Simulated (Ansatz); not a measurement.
Ag: vibrational free energy, entropy and heat capacity at 0.98 times its equilibrium volume

The calculation used DFT PBE, scalar-relativistic, plane waves, PAW in Ansatz 0.2.0. Plane waves to 420 eV; Γ-centred k mesh 20×20×20; Fermi-Dirac smearing of 0.15 eV. No spin polarisation. Phonons by linear response, acoustic sum rule imposed.

The cell, relaxed in shape and atoms at 0.98 times its equilibrium volume:
```
Ag
1.0
     0.00000    2.06025    2.06025
     2.06025    0.00000    2.06025
     2.06025    2.06025    0.00000
Ag
1
Cartesian
  0.0000 0.0000 0.0000
```

In a metal, frequencies and elastic constants depend on the k mesh and the smearing, soft modes and shear constants most. The q mesh is coarse, so values between its points are rough.

Force constants from linear response on a 2×2×2 q mesh, interpolated to a fine mesh.

(1) Give the zero-point energy per atom.

(2) How large are the vibrational entropy and heat capacity at 300 K?

(3) Tabulate them against temperature.

Results:

(1) 20.2 meV.

(2) S = 5.16 k_B and C_V = 2.93 k_B per atom, 98 % of the Dulong–Petit value.

(3)
```tsv
T (K)	F_vib (meV/atom)	S (k_B/atom)	C_V (k_B/atom)
100	12.9	2.14	2.43
200	-14.2	3.99	2.84
300	-54.0	5.16	2.93
400	-102.3	6.01	2.96
500	-157.0	6.67	2.97
600	-216.9	7.21	2.98
700	-281.1	7.67	2.99
800	-349.0	8.07	2.99
900	-420.1	8.42	2.99
1000	-494.1	8.74	2.99
```

Cost: 1 run of about 1.2 core-minutes, on Intel Xeon Platinum 8488C (Sapphire Rapids) (shared hosts).